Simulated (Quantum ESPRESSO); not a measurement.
WC, 4 atoms in the cell. The typed cell holds 4 atoms: a = 2.627 Å, b = 3.235 Å, c = 4.748 Å, α = 96.84°, β = 86.49°, γ = 113.13°. 

* Program: Quantum ESPRESSO 7.5
* Task: single point
* Functional: vdW-DF2
* Potentials or basis: SSSP 1.3 efficiency PBE
* Cutoff: 748 eV
* Density cutoff: 5987 eV
* k mesh: 11 × 9 × 6
* Occupations: methfessel-paxton, width 0.136 eV
* Spin: no spin polarisation
* Mixing beta: 0.5
* Most SCF iterations: 120
* SCF threshold: 8e-10 Ry

Potentials or basis: SSSP 1.3 efficiency PBE.

Run with:

```sh
$ OMP_NUM_THREADS=1 python run.py
```

Hardware: 1 thread of AMD EPYC 9R45 96-Core Processor (Zen 5) (shared host).

How long does it take, and how much memory?

Wall time 2.3 min on 1 thread of AMD EPYC 9R45 96-Core Processor (Zen 5) (shared host), peak memory 0.51 GiB. Counts: scf iterations 11, k pools 1, bands 26, k points 298, g dense 38795.
